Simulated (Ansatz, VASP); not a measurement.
Os: VASP beside Ansatz

```
CELL_PARAMETERS angstrom
2.75279 0.00000 0.00000
-1.37640 2.38399 0.00000
0.00000 0.00000 4.35086
ATOMIC_POSITIONS crystal
Os 0.33333 0.66667 0.25000
Os 0.66667 0.33333 0.75000
```

Alike in both runs: functional PBE; k mesh 18 × 18 × 10; occupations gaussian, width 0.1 eV; no spin polarisation.

Ansatz relaxed the structure, and its values are those at the end. VASP's run is a single point on that final structure, the one shown.

```csv
,VASP,Ansatz
version,VASP 6.6.1,Ansatz 0.2.0
potentials or method,"VASP PAW PBE potentials, release 64 (Os)","scalar-relativistic, plane waves, PAW"
plane-wave cutoff (eV),520,420
valence electrons in the cell,16,32
```

Ansatz gave:

| Property | Result |
| --- | --- |
| gap on the k mesh at the Fermi level (eV) | none |
| pressure (GPa) | 0.0 |

Question: Which values does VASP return?

Answer: gap on the k mesh at the Fermi level (eV): none; pressure (GPa): -0.2.

A gap of «none» marks a metal or a gap that the smearing closes. The two sets of potentials don't hold the same shells in valence.

Spin-orbit coupling is left out, which matters for the levels of Os.
